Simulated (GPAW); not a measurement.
Runs of GPAW 26.7.0 on MoS2. The structure is hexagonal, space group P6_3/mmc (No. 194). Conventional cell: a = 3.169 Å, b = 3.169 Å, c = 12.324 Å, α = 90.00°, β = 90.00°, γ = 120.00°. Mo (site symmetry -6m2) has 6 S at 2.41 Å as nearest neighbours. Around S (site symmetry 3m) lie 3 Mo at 2.41 Å. 

| task | level | potentials or basis | U | cell | optimizer | fmax | max steps | data set | band path | gap on the mesh (eV) | pressure (GPa) | largest force (eV/Å) |
| --- | --- | --- | --- | --- | --- | --- | --- | --- | --- | --- | --- | --- |
| relaxation of cell and atoms | BP86+D3(BJ) | PAW data sets generated in the run's folder for this functional, pw | - | relaxed | BFGS | 0.05 eV/Å | 100 | - | - | 0.46 | -0.4 | 0.05 |
| band structure | PBE | JTH PAW 2.0, PBE, pw | - | as given | - | - | - | Mo jth, S jth | GMKGALHA,LM,KH | 0.89 | 1.7 | 0.10 |
| relaxation of cell and atoms | PBEsol+D3 | PAW data sets generated in the run's folder for this functional, pw | - | relaxed to -1 GPa | BFGS | 0.02 eV/Å | 60 | - | - | (a) | -1.0 | 0.01 |
| band structure | PBE+U | GPAW PAW data sets (gpaw-data 1.2.1), pw | Mo d U = 3.5 eV | as given | - | - | - | - | GMKGALHA,LM,KH | 0.96 | (b) | 0.01 |

Alike in all rows: no spin polarisation; k mesh 6 × 6 × 2; cutoff (eV) 600; smearing fermi-dirac 0.05 eV; the mesh is coarse, so values aren't converged.

Question: Fill in the values left out.

Answer: (a) 0.76; (b) 2.5.

Caveats: later steps reuse the first step's grids (some runs); this functional lacks dispersion, which binds the layers, so the pressure and a relaxed spacing across them are unreliable (some runs); the program truncates these outside data sets (some runs).

A k mesh can miss the band edges, and the runs leave out spin-orbit coupling on Mo.
